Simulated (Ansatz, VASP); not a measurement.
# One calculation of Os, two programs

INCAR

```
PREC = Accurate
ENCUT = 520
EDIFF = 1E-7
ISMEAR = -1
SIGMA = 0.03
LREAL = F
LASPH = T
NELM = 80
ALGO = Normal
ISIF = 2
LWAVE = F
LCHARG = F
GGA = PE
NBANDS = 15
```

Contents of KPOINTS:

```
regular mesh
0
Gamma
  16 16 9
```

File POSCAR:

```
Os
1.0
    2.7301071571      0.0000000000      0.0000000000
   -1.3650535786      2.3643421531      0.0000000000
    0.0000000000      0.0000000000      4.3114694821
Os
2
Direct
    0.3333333333      0.6666666667      0.2500000000
    0.6666666667      0.3333333333      0.7500000000
```

Input for Ansatz:

```yaml
crystal:
  lattice:
    - [2.7301071571, 0.0, 0.0]
    - [-1.3650535786, 2.3643421531, 0.0]
    - [0.0, 0.0, 4.3114694821]
  atoms:
    - { symbol: Os, position: [0.3333333333, 0.6666666667, 0.25] }
    - { symbol: Os, position: [0.6666666667, 0.3333333333, 0.75] }
kpoints:
  mp_grid: { grid: [16, 16, 9] }
scf:
  occupations: { method: fermi_dirac, width: 0.03 }
hamiltonian:
  xc: pbe
  pseudopotentials: { kind: all_electron, lapw: { basis_error: 0.00025 } }
output:
  forces: true
  stress: true
  eigenvalues: true
```

Change from the starting cell: volume scaled by 0.975.

Alike in both runs: task single point; functional PBE; k mesh 16 × 16 × 9; occupations fermi-dirac, width 0.03 eV; no spin polarisation.

|  | VASP | Ansatz |
| --- | --- | --- |
| version | VASP 6.6.1 | Ansatz 0.2.0 |
| potentials or method | VASP PAW PBE potentials, release 64 (Os) | all-electron LAPW, scalar-relativistic |
| plane-wave cutoff (eV) | 520 | see its input |

```tsv
	VASP	Ansatz	Ansatz less VASP
pressure (GPa)	10.8	10.7	-0.09
largest component of the traceless stress (GPa)	0.41	0.48	+0.076
```

Ansatz ran all-electron here, so the differences hold the error of VASP's frozen core and of both bases.

Spin-orbit coupling is left out, which matters for the levels of Os.
